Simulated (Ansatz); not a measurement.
The system is Hf.

```
Hf
1.0
     3.19670    0.00000    0.00000
    -1.59835    2.76842    0.00000
     0.00000    0.00000    5.05780
Hf
2
Direct
  0.66667 0.33333 0.75000
  0.33333 0.66667 0.25000
```

- Program: Ansatz 0.2.0
- Task: relaxation of cell and atoms
- Functional: B3LYP
- Potentials or basis: Ansatz PAW
- Cutoff: 420 eV (not typed: the program's choice for these potentials)
- k mesh: 5 × 5 × 3
- Occupations: fermi-dirac, width 0.05 eV
- Spin: no spin polarisation

At the start: volume 22.38 Å³/atom.

Question: How do energy, volume and symmetry change on relaxing?

Answer: It ends after 4 steps and the volume is 22.89 Å³/atom (+2.3 %); space group P6_3/mmc (No. 194, to 0.05 Å).

The path:
| step | energy change (eV) | largest force (eV/Å) | volume (Å³) |
| --- | --- | --- | --- |
| 1 | 0.0000 | 0.0000 | 44.76 |
| 2 | -0.0189 | 0.0000 | 45.82 |
| 3 | -0.0189 | 0.0000 | 45.79 |
| 4 | -0.0194 | 0.0000 | 45.79 |

Final structure:
```
Hf
1.0
     3.25097    0.00000    0.00000
    -1.62549    2.81543    0.00000
     0.00000    0.00000    5.00239
Hf
2
Direct
  0.66667 0.33333 0.75000
  0.33333 0.66667 0.25000
```

Caveat: the k mesh is coarse (spacing up to 0.45 Å⁻¹), so the values aren't converged, least of all with exact exchange; the plane-wave basis is chosen anew once the cell has moved, so the energies of steps on either side of that aren't comparable; the PAW data sets come from PBE, with cores solved anew for the run's functional, which leaves a small shift of forces and pressure.
